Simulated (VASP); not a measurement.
Crystal: NaCl.

```
Cl Na
1.0
     0.00000    2.79406    2.79406
     2.79406    0.00000    2.79406
     2.79406    2.79406    0.00000
Cl Na
1 1
Cartesian
  2.7941 2.7941 2.7941
  0.0000 0.0000 0.0000
```

The cell is a database's computed one.

Base run:

| Item | Value |
| --- | --- |
| Program | VASP 6.6.1 |
| Functional | HSE06 |
| Potentials or basis | VASP PAW PBE potentials, release 64 (Cl, Na_pv) |
| Cutoff | 520 eV |
| k mesh | 6 × 6 × 6 |
| Occupations | gaussian, width 0.02 eV |
| Spin | no spin polarisation |

Its results: band gap on the k mesh 6.61 eV, direct; pressure 1.0 GPa.

Q: The run is repeated on the same cell with these changes: functional from HSE06 to PBE0. What comes out?

A: Band gap on the k mesh 7.31 eV, direct; pressure 0.9 GPa.

Caveats: the PAW data sets were made with another functional, which shifts forces and pressure a little.

Not every run made on this cell is shown here.
